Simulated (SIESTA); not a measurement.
FeO (Wuestite):

```
CELL_PARAMETERS angstrom
0.00000 2.15540 2.15540
2.15540 0.00000 2.15540
2.15540 2.15540 0.00000
ATOMIC_POSITIONS crystal
Fe 0.00000 0.00000 0.00000
O 0.50000 0.50000 0.50000
```

Base run:

| Item | Value |
| --- | --- |
| Program | SIESTA 5.4.2 |
| Functional | vdW-DF-C09 |
| Potentials or basis | PseudoDojo 0.4 standard (PBE files) |
| Basis | DZP (energy shift 0.003 Ry; two zetas on semicore shells) |
| Grid cutoff | 800 Ry |
| Energy shift | 0.003 Ry |
| k mesh | 8 × 8 × 8 |
| Occupations | fermi-dirac, width 0.05 eV |
| Spin | collinear spin, ferromagnetic start |
| Starting moments | [3.0, 0.0] μB |

Its results: band gap on the k mesh none (metal or under the smearing width); pressure -7.1 GPa; net moment 4.00 μB per cell; site moments Fe +3.67; O +0.33 μB.

Q: The run is repeated on the same cell with these changes: functional from vdW-DF-C09 to vdW-DF. What comes out?

A: Band gap on the k mesh none (metal or under the smearing width); pressure 8.0 GPa; net moment 4.00 μB per cell; site moments Fe +3.68; O +0.32 μB.

Caveats: short orbitals over semicore shells can move pressures by several GPa; the potentials were made for another functional, which shifts forces and pressure; the basis of atomic orbitals isn't converged, which shifts pressures, moduli and gaps; a cell with one magnetic atom can't hold antiferromagnetic order, which such compounds often take; semilocal functionals often make such compounds metallic where correlation or magnetic order opens a gap, which also shifts bond lengths.
